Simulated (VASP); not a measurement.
Crystal: ZrS2.

```
Zr S
1.0
     3.67113    0.00000    0.00000
    -1.83557    3.17929    0.00000
     0.00000    0.00000    6.10791
Zr S
1 2
Cartesian
  0.0000 0.0000 0.0000
  1.8356 1.0598 4.6662
  0.0000 2.1195 1.4418
```

The cell is a database's computed one.

- Program: VASP 6.6.1
- Task: relaxation of cell and atoms
- Functional: r2SCAN
- Dispersion: rVV10
- Potentials or basis: VASP PAW PBE potentials, release 64 (Zr_sv, S)
- Cutoff: 600 eV
- k mesh: 8 × 8 × 4
- Occupations: gaussian, width 0.02 eV
- Spin: no spin polarisation

At the start: pressure 0.1 GPa; volume 23.76 Å³/atom.

Q: How do energy, volume and symmetry change on relaxing?

A: Over 16 steps the energy falls by 3.8 meV/atom and the volume is 22.83 Å³/atom (-3.9 %); space group P-3m1 (No. 164, to 0.05 Å).

The path:
```tsv
step	energy change (eV)	largest force (eV/Å)	pressure (GPa)	volume (Å³)
1	0.0000	0.0968	0.06	71.29
2	-0.0016	0.0503	-0.38	71.37
3	-0.0021	0.0105	-0.94	71.48
4	-0.0021	0.0066	-0.78	71.45
5	-0.0028	0.0159	-0.74	71.34
6	-0.0046	0.0431	-0.61	70.99
7	-0.0069	0.0972	-0.32	70.30
8	-0.0056	0.2013	0.33	68.90
9	-0.0074	0.1376	-0.09	69.81
10	-0.0087	0.1175	-0.05	69.55
11	-0.0111	0.0560	0.08	68.79
12	-0.0085	0.0730	0.39	67.28
13	-0.0114	0.0287	0.16	68.42
14	-0.0114	0.0261	0.17	68.39
15	-0.0114	0.0214	-0.17	68.59
16	-0.0114	0.0005	-0.01	68.50
```

Final structure:
```cif
data_structure
_symmetry_space_group_name_H-M 'P 1'
_symmetry_Int_Tables_number 1
_cell_length_a 3.6765
_cell_length_b 3.6765
_cell_length_c 5.8516
_cell_angle_alpha 90.000
_cell_angle_beta 90.000
_cell_angle_gamma 120.000
_cell_volume 68.50
loop_
_atom_site_label
_atom_site_type_symbol
_atom_site_fract_x
_atom_site_fract_y
_atom_site_fract_z
_atom_site_occupancy
Zr1 Zr 0.00000 0.00000 0.00000 1
S1 S 0.66667 0.33333 0.75354 1
S2 S 0.33333 0.66667 0.24646 1
```

Caveat: the PAW data sets were made with another functional, which shifts forces and pressure a little.
